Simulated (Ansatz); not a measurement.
Runs of Ansatz 0.2.0 on KBr. The structure is cubic, space group Fm-3m (No. 225). Conventional cell: a = 6.600 Å, b = 6.600 Å, c = 6.600 Å, α = 90.00°, β = 90.00°, γ = 90.00°. Br (site symmetry m-3m) has 6 K at 3.30 Å as nearest neighbours. Around K (site symmetry m-3m) lie 6 Br at 3.30 Å. 

| task | level | spin | cell | k mesh | smearing | points for each segment of the path | gap on the mesh (eV) | pressure (GPa) | relaxed volume (Å³/atom) |
| --- | --- | --- | --- | --- | --- | --- | --- | --- | --- |
| relaxation of cell and atoms | revPBE+D4 | off | relaxed | 7 × 7 × 7 | fermi-dirac 0.05 eV | - | 4.58 | 0.0 | 37.99 |
| single point | PBE | off | as given | 7 × 7 × 7 | gaussian 0.011 eV | - | 4.44 | 0.7 | - |
| band structure | LDA | off | as given | 7 × 7 × 7 | fermi-dirac 0.05 eV | 14 | 4.03 | -1.6 | - |
| relaxation of cell and atoms | LDA | off | relaxed | 7 × 7 × 7 | fermi-dirac 0.05 eV | - | 4.32 | 0.0 | 32.39 |
| relaxation of cell and atoms | RPBE+D4 | off | relaxed | 7 × 7 × 7 | fermi-dirac 0.05 eV | - | 4.58 | 0.0 | 38.50 |
| single point | PBE | off | as given | 7 × 7 × 7 | gaussian 0.026 eV | - | 4.44 | 0.7 | - |
| relaxation of cell and atoms | RPBE+D3(BJ) | off | relaxed | 7 × 7 × 7 | fermi-dirac 0.05 eV | - | 5.66 | 0.0 | (b) |
| single point | PBE | off | as given | 7 × 7 × 7 | gaussian 0.025 eV | - | 4.44 | 0.7 | - |
| relaxation of cell and atoms | PBE+D4 | off | relaxed | 7 × 7 × 7 | fermi-dirac 0.05 eV | - | 4.43 | 0.0 | (c) |
| relaxation of cell and atoms | PBEsol | off | relaxed | 7 × 7 × 7 | fermi-dirac 0.05 eV | - | (a) | 0.0 | 35.11 |
| relaxation of cell and atoms | PBEsol+D4 | off | relaxed | 7 × 7 × 7 | fermi-dirac 0.05 eV | - | 4.40 | 0.0 | (d) |
| band structure | LDA | SOC, no magnetisation | as given | 5 × 5 × 5 | fermi-dirac 0.05 eV | 14 | 3.87 | -1.6 | - |

Alike in all rows: potentials or basis Ansatz PAW; cutoff (eV) 420.

Q: Fill in the values left out.

A: (a) 4.34; (b) 27.23; (c) 36.03; (d) 34.23.

Caveats: odd divisions of the mesh miss points on the zone boundary, where band edges often lie, so the gap on the mesh can be too wide (some runs); the PAW data sets come from PBE, with cores solved anew for the run's functional, which leaves a small shift of forces and pressure (some runs); the plane-wave basis is chosen anew once the cell has moved, so the energies of steps on either side of that aren't comparable (some runs); the volume moved by over 15 % at a fixed basis, so the end points are rough (some runs); the volume moved by -24 % from the deposited cell, more than functionals usually miss (some runs).

A k mesh can miss the band edges, and rows without SOC leave out spin-orbit coupling on Br.
